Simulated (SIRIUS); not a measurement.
HgTe (Coloradoite):

```
CELL_PARAMETERS angstrom
0.00000 3.21450 3.21450
3.21450 0.00000 3.21450
3.21450 3.21450 0.00000
ATOMIC_POSITIONS crystal
Hg 0.00000 0.00000 0.00000
Te 0.75000 0.75000 0.75000
```

Base run:

| Property | Result |
| --- | --- |
| Program | SIRIUS 7.12.0 |
| Functional | rPW86PBE |
| Potentials or basis | PseudoDojo 0.4.1 PBE standard (scalar relativistic) |
| Cutoff | 1102 eV |
| Density cutoff | 4408 eV |
| k mesh | 6 × 6 × 6 |
| Occupations | fermi-dirac, width 0.05 eV |
| Spin | no spin polarisation |

Its results: band gap on the k mesh 0.00 eV; pressure 7.2 GPa.

Task: The run is repeated on the same cell with these changes: functional from rPW86PBE to PBE; libxc names from ["XC_GGA_X_RPW86", "XC_GGA_C_PBE"] to ["XC_GGA_X_PBE", "XC_GGA_C_PBE"]. What comes out?

Result: Band gap on the k mesh 0.00 eV; pressure 4.7 GPa.

Caveats: spin-orbit coupling is left out, which moves the levels of the heavy elements; the potentials were made for another functional, which shifts forces and pressure (some runs).

A k mesh can miss the band edges.
